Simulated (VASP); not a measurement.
# Ni (Fm-3m) in VASP: band structure with PBE

Aim: the band structure of Ni with PBE.

Everything below comes from runs of VASP 6.6.1. Logs are shortened: lines on timing, memory, paths and dates and some standing lists are left out, and cuts for length are marked.

## 1. The structure

Symmetry: Fm-3m, No. 225, cubic system. Conventional cell: a = 3.518 Å, b = 3.518 Å, c = 3.518 Å, α = 90.00°, β = 90.00°, γ = 90.00°. Around Ni (site symmetry m-3m) lie 12 Ni at 2.49 Å.

## 2. Band structure, PBE, collinear spin, ferromagnetic start

Input file INCAR:

```
PREC = Accurate ; ENCUT = 700
EDIFF = 1E-7 ; ISMEAR = 0
SIGMA = 0.1 ; LREAL = False
LASPH = True ; NELM = 150
ALGO = Normal ; ISIF = 2
LWAVE = False ; LCHARG = False
ISPIN = 2 ; MAGMOM = 0.8
LORBIT = 11 ; LMAXMIX = 4
GGA = PE
```

Input file KPOINTS:

```
regular mesh
0
Gamma
  20 20 20
```

Input file POSCAR:

```
Ni                                      
1.0
    0.0000000000      1.7590132656      1.7590132656
    1.7590132656      0.0000000000      1.7590132656
    1.7590132656      1.7590132656      0.0000000000
  Ni            
     1
Direct
     0.0000000000000000    0.0000000000000000    0.0000000000000000
```

Input file KPOINTS_OPT:

```
path GXWKGLUWLK,UX
15
line-mode
reciprocal
 0.0000000000  0.0000000000  0.0000000000  G
 0.5000000000  0.0000000000  0.5000000000  X

 0.5000000000  0.0000000000  0.5000000000  X
 0.5000000000  0.2500000000  0.7500000000  W

 0.5000000000  0.2500000000  0.7500000000  W
 0.3750000000  0.3750000000  0.7500000000  K

 0.3750000000  0.3750000000  0.7500000000  K
 0.0000000000  0.0000000000  0.0000000000  G

 0.0000000000  0.0000000000  0.0000000000  G
 0.5000000000  0.5000000000  0.5000000000  L

 0.5000000000  0.5000000000  0.5000000000  L
 0.6250000000  0.2500000000  0.6250000000  U

 0.6250000000  0.2500000000  0.6250000000  U
 0.5000000000  0.2500000000  0.7500000000  W

 0.5000000000  0.2500000000  0.7500000000  W
 0.5000000000  0.5000000000  0.5000000000  L

 0.5000000000  0.5000000000  0.5000000000  L
 0.3750000000  0.3750000000  0.7500000000  K

 0.6250000000  0.2500000000  0.6250000000  U
 0.5000000000  0.0000000000  0.5000000000  X
```

Potentials or basis: VASP PAW PBE potentials, release 64 (Ni).

Command:

```sh
$ cat potpaw_PBE.64/Ni/POTCAR > POTCAR
$ mpirun -np 1 vasp_std > vasp.out
```

OUTCAR:

```text
PREC = Accurate
   ENCUT = 700
   EDIFF = 1E-7
   ISMEAR = 0
   LREAL = False
   LASPH = True
   NELM = 150
   ISIF = 2
   ISPIN = 2
   LORBIT = 11
   GGA = PE

 ion  position               nearest neighbor table
   1  0.000  0.000  0.000-

  LATTYP: Found a face centered cubic cell.
 ALAT       =     3.5180265312

  Lattice vectors:

 A1 = (   0.0000000000,   1.7590132656,   1.7590132656)
 A2 = (   1.7590132656,   0.0000000000,   1.7590132656)
 A3 = (   1.7590132656,   1.7590132656,   0.0000000000)

Analysis of symmetry for initial positions (statically):
=====================================================================
 Subroutine PRICEL returns:
 Original cell was already a primitive cell.

 Routine SETGRP: Setting up the symmetry group for a
 face centered cubic supercell.

 Subroutine GETGRP returns: Found 48 space group operations
 (whereof 48 operations were pure point group operations)
 out of a pool of 48 trial point group operations.

The static configuration has the point symmetry O_h .

Analysis of symmetry for dynamics (positions and initial velocities):
=====================================================================
 Subroutine PRICEL returns:
 Original cell was already a primitive cell.

 Routine SETGRP: Setting up the symmetry group for a
 face centered cubic supercell.

 Subroutine GETGRP returns: Found 48 space group operations
 (whereof 48 operations were pure point group operations)
 out of a pool of 48 trial point group operations.

The dynamic configuration has the point symmetry O_h .

Analysis of structural, dynamic, and magnetic symmetry:
=====================================================================
 Subroutine PRICEL returns:
 Original cell was already a primitive cell.

 Routine SETGRP: Setting up the symmetry group for a
 face centered cubic supercell.

 Subroutine GETGRP returns: Found 48 space group operations
 (whereof 48 operations were pure point group operations)
 out of a pool of 48 trial point group operations.

The overall configuration has the point symmetry O_h .

 Subroutine INISYM returns: Found 48 space group operations
 (whereof 48 operations are pure point group operations),
 and found     1 'primitive' translations

----------------------------------------------------------------------------------------

                                     Primitive cell

  volume of cell :      10.8852

  direct lattice vectors                    reciprocal lattice vectors
     0.000000000  1.759013266  1.759013266    -0.284250272  0.284250272  0.284250272
     1.759013266  0.000000000  1.759013266     0.284250272 -0.284250272  0.284250272
     1.759013266  1.759013266  0.000000000     0.284250272  0.284250272 -0.284250272
[... 117 lines left out ...]
 maximum number of plane-waves:       471
 NGX is ok and might be reduce to    24
   NGX = 11   NGY = 11   NGZ = 11

 number of electron      10.0000001 magnetization       0.6281013

 Free energy of the ion-electron system (eV)
  ---------------------------------------------------
  ext. energy  EPLUGINS =         0.00000000
  ---------------------------------------------------
  free energy    TOTEN  =        -5.47478448 eV

  energy without entropy =       -5.46601445  energy(sigma->0) =       -5.47039947

 E-fermi :   9.3703     XC(G=0): -13.2524

 val. band max:        9.3696712438   @ k =  -0.4500   0.5000   0.0500
 cond. band min:       9.3704011522   @ k =   0.4000   0.0000   0.0000
 fundamental gap:      0.0007299084
 Fermi energy:         9.3703482172

 spin component 1

 k-point     1 :       0.0000    0.0000    0.0000
  band No.  band energies     occupation
      1       0.3630      1.00000
      2       6.9319      1.00000
      3       6.9319      1.00000
      4       6.9319      1.00000
      5       8.1099      1.00000
      6       8.1099      1.00000
      7      33.0899      0.00000
      8      36.9461      0.00000
      9      36.9461      0.00000
[... 265 lines left out ...]
 k-point    24 :      -0.3500    0.0500    0.0000
  band No.  band energies     occupation
      1       4.1891      1.00000
      2       7.0198      1.00000
      3       7.0746      1.00000
      4       7.1957      1.00000
      5       8.4394      1.00000
      6       8.7890      1.00000
      7      18.5058      0.00000
      8      31.0491      0.00000
      9      33.4143      0.00000

 [... further k-points ...]

 spin component 2

 k-point     1 :       0.0000    0.0000    0.0000
  band No.  band energies     occupation
      1       0.3272      1.00000
      2       7.6894      1.00000
      3       7.6894      1.00000
      4       7.6894      1.00000
      5       8.6962      1.00000
      6       8.6962      1.00000
      7      32.9257      0.00000
      8      36.9262      0.00000
      9      36.9262      0.00000
[... 265 lines left out ...]
 k-point    24 :      -0.3500    0.0500    0.0000
  band No.  band energies     occupation
      1       4.4043      1.00000
      2       7.5575      1.00000
      3       7.6669      1.00000
      4       7.7081      1.00000
      5       9.1714      0.99756
      6       9.4844      0.05342
      7      18.7499      0.00000
      8      31.0158      0.00000
      9      33.4131      0.00000

 [... further k-points ...]

------------------------ aborting loop because EDIFF is reached ----------------------------------------

  FORCE on cell =-STRESS in cart. coord.  units (eV):
  Direction    XX          YY          ZZ          XY          YZ          ZX
  --------------------------------------------------------------------------------------
  -------------------------------------------------------------------------------------
  Total       -0.0010289     -0.0010289     -0.0010289      0.0000000      0.0000000      0.0000000
  in kB       -0.1514444     -0.1514444     -0.1514444      0.0000000      0.0000000      0.0000000
  external PRESSURE =      -0.1514444 kB  Pullay stress =       0.0000000 kB

 VOLUME and BASIS-vectors are now :
 -----------------------------------------------------------------------------
  energy-cutoff  :      700.00
  volume of cell :       10.89
      direct lattice vectors                 reciprocal lattice vectors
     0.000000000  1.759013266  1.759013266    -0.284250272  0.284250272  0.284250272
     1.759013266  0.000000000  1.759013266     0.284250272 -0.284250272  0.284250272
     1.759013266  1.759013266  0.000000000     0.284250272  0.284250272 -0.284250272

 POSITION                                       TOTAL-FORCE (eV/Angst)
 -----------------------------------------------------------------------------------
      0.00000      0.00000      0.00000         0.000000      0.000000      0.000000
 -----------------------------------------------------------------------------------
    total drift:                               -0.000000      0.000000      0.000000

  FREE ENERGIE OF THE ION-ELECTRON SYSTEM (eV)
  ---------------------------------------------------
  free  energy   TOTEN  =        -5.4747844793 eV

  energy  without entropy=       -5.4660144549  energy(sigma->0) =       -5.47039947

 total charge

# of ion       s       p       d       tot
------------------------------------------
    1        0.497   0.497   8.314   9.309

 magnetization (x)

# of ion       s       p       d       tot
------------------------------------------
    1       -0.007  -0.025   0.672   0.640
```

It took 50 s on 1 thread of Intel Xeon 6975P-C (Granite Rapids), shared host; peak memory 0.24 GiB.

What came out:

```
Free energy                                           : -5.4748 eV
Pressure                                              : 0.0 GPa
Band gap along the path                               : none (metal or under the smearing width)
Net moment                                            : 0.63 μB per cell
Site moments                                          : Ni +0.64 μB
Valence electrons inside the program's atomic spheres : Ni 9.31
```

Levels at the corners of the path, in eV from the Fermi level:
Spin up:
| point | band 1 | band 2 | band 3 | band 4 | band 5 | band 6 | band 7 | band 8 | band 9 |
| --- | --- | --- | --- | --- | --- | --- | --- | --- | --- |
| Γ | -9.01 | -2.44 | -2.44 | -2.44 | -1.26 | -1.26 | 23.72 | 27.58 | 27.58 |
| X | -4.65 | -4.20 | -0.55 | -0.48 | -0.48 | 2.45 | 9.21 | 14.82 | 14.82 |
| X | -4.65 | -4.20 | -0.55 | -0.48 | -0.48 | 2.45 | 9.21 | 14.82 | 14.82 |
| W | -3.76 | -3.07 | -3.07 | -1.33 | -0.48 | 7.73 | 7.73 | 9.96 | 11.10 |
| W | -3.76 | -3.07 | -3.07 | -1.33 | -0.48 | 7.73 | 7.73 | 9.96 | 11.10 |
| K | -3.97 | -3.72 | -2.12 | -1.10 | -0.73 | 5.71 | 7.28 | 9.94 | 17.15 |
| K | -3.97 | -3.72 | -2.12 | -1.10 | -0.73 | 5.71 | 7.28 | 9.94 | 17.15 |
| Γ | -9.01 | -2.44 | -2.44 | -2.44 | -1.26 | -1.26 | 23.72 | 27.58 | 27.58 |
| Γ | -9.01 | -2.44 | -2.44 | -2.44 | -1.26 | -1.26 | 23.72 | 27.58 | 27.58 |
| L | -4.84 | -2.42 | -2.42 | -0.61 | -0.61 | -0.29 | 5.65 | 22.21 | 24.66 |
| L | -4.84 | -2.42 | -2.42 | -0.61 | -0.61 | -0.29 | 5.65 | 22.21 | 24.66 |
| U | -3.97 | -3.72 | -2.12 | -1.10 | -0.73 | 5.71 | 7.28 | 9.94 | 17.15 |
| U | -3.97 | -3.72 | -2.12 | -1.10 | -0.73 | 5.71 | 7.28 | 9.94 | 17.15 |
| W | -3.76 | -3.07 | -3.07 | -1.33 | -0.48 | 7.73 | 7.73 | 9.96 | 11.10 |
| W | -3.76 | -3.07 | -3.07 | -1.33 | -0.48 | 7.73 | 7.73 | 9.96 | 11.10 |
| L | -4.84 | -2.42 | -2.42 | -0.61 | -0.61 | -0.29 | 5.65 | 22.21 | 24.66 |
| L | -4.84 | -2.42 | -2.42 | -0.61 | -0.61 | -0.29 | 5.65 | 22.21 | 24.66 |
| K | -3.97 | -3.72 | -2.12 | -1.10 | -0.73 | 5.71 | 7.28 | 9.94 | 17.15 |
| U | -3.97 | -3.72 | -2.12 | -1.10 | -0.73 | 5.71 | 7.28 | 9.94 | 17.15 |
| X | -4.65 | -4.20 | -0.55 | -0.48 | -0.48 | 2.45 | 9.21 | 14.82 | 14.82 |
Spin down:
```tsv
point	band 2	band 3	band 4	band 5	band 6	band 7
Γ	-1.68	-1.68	-1.68	-0.67	-0.67	23.56
X	-3.58	0.06	0.39	0.39	2.41	9.45
X	-3.58	0.06	0.39	0.39	2.41	9.45
W	-2.46	-2.46	-0.77	0.39	7.90	7.90
W	-2.46	-2.46	-0.77	0.39	7.90	7.90
K	-3.17	-1.49	-0.52	0.12	5.92	7.46
K	-3.17	-1.49	-0.52	0.12	5.92	7.46
Γ	-1.68	-1.68	-1.68	-0.67	-0.67	23.56
Γ	-1.68	-1.68	-1.68	-0.67	-0.67	23.56
L	-1.80	-1.80	-0.35	0.15	0.15	6.08
L	-1.80	-1.80	-0.35	0.15	0.15	6.08
U	-3.17	-1.49	-0.52	0.12	5.92	7.46
U	-3.17	-1.49	-0.52	0.12	5.92	7.46
W	-2.46	-2.46	-0.77	0.39	7.90	7.90
W	-2.46	-2.46	-0.77	0.39	7.90	7.90
L	-1.80	-1.80	-0.35	0.15	0.15	6.08
L	-1.80	-1.80	-0.35	0.15	0.15	6.08
K	-3.17	-1.49	-0.52	0.12	5.92	7.46
U	-3.17	-1.49	-0.52	0.12	5.92	7.46
X	-3.58	0.06	0.39	0.39	2.41	9.45
```
